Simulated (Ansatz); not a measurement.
## PbSe (Clausthalite) in Ansatz: convergence with k mesh

Input of the first run (k mesh 2 × 2 × 2); the others differ in this setting and in those tied to it:

The input input.yaml:

```yaml
crystal:
  lattice:
    - [0.0, 3.06065, 3.06065]
    - [3.06065, 0.0, 3.06065]
    - [3.06065, 3.06065, 0.0]
  atoms:
    - { symbol: Pb, position: [-0.002248, -0.003165, -0.000602] }
    - { symbol: Se, position: [0.503088, 0.499995, 0.492699] }
hamiltonian:
  xc: pbe
  pseudopotentials: { kind: paw }
kpoints:
  mp_grid: { grid: [2, 2, 2] }
scf:
  occupations: { method: cold, width: 0.05 }
output:
  forces: true
  stress: true
  eigenvalues: true
```

Potentials or basis: Ansatz PAW.

The run is started by

```console
$ ansatz run input.yaml --threads 2 --pin off --max-ram 5632MiB --backend cpu --events-out ev --progress --plain --runs-dir out
```

The cell isn't the ideal one: atoms moved at random, drawn with an rms of 0.05 Å.

Hardware: 2 threads of Arm Neoverse V1 (shared host).

```
      k mesh  energy less the tightest run, at zero smearing (meV/atom)  pressure (GPa)  largest force (eV/Å)  gap on the mesh (eV)  SCF cycles  CPU time (s)  peak memory (GiB)
   2 × 2 × 2                                                     768.11           10.17                 0.571                 0.094          11           1.2                0.3
   3 × 3 × 3                                                     -58.19            1.50                 0.006                 2.024           6           1.8                0.3
   4 × 4 × 4                                                       4.20            2.43                 0.027                 0.290           8           4.4               0.34
   6 × 6 × 6                                                      -2.02            2.39                 0.009                 0.291           8            12               0.42
   7 × 7 × 7                                                      -1.38            2.39                 0.018                 0.863           6            16               0.47
   9 × 9 × 9                                                      -0.45            2.42                 0.019                 0.692           6            35               0.64
10 × 10 × 10                                                      -0.09            2.45                 0.018                 0.289           6            47               0.77
12 × 12 × 12                                                       0.00            2.45                 0.019                 0.289           6            80                1.1
```

Against the tightest run, the energy stays within 1 meV/atom from 9 × 9 × 9 on; the pressure stays within 0.1 GPa from 4 × 4 × 4 on; the largest force stays within 0.005 eV/Å from 7 × 7 × 7 on; the gap on the mesh stays within 0.01 eV from 10 × 10 × 10 on. Meshes of other sizes hit other points, so gaps and Fermi surfaces needn't settle smoothly. The tightest run that finished is the yardstick and may itself not be fully converged.

Caveat, for the tightest run too: spin-orbit coupling is left out, which as a rule narrows the gap of such compounds by several tenths of an eV.
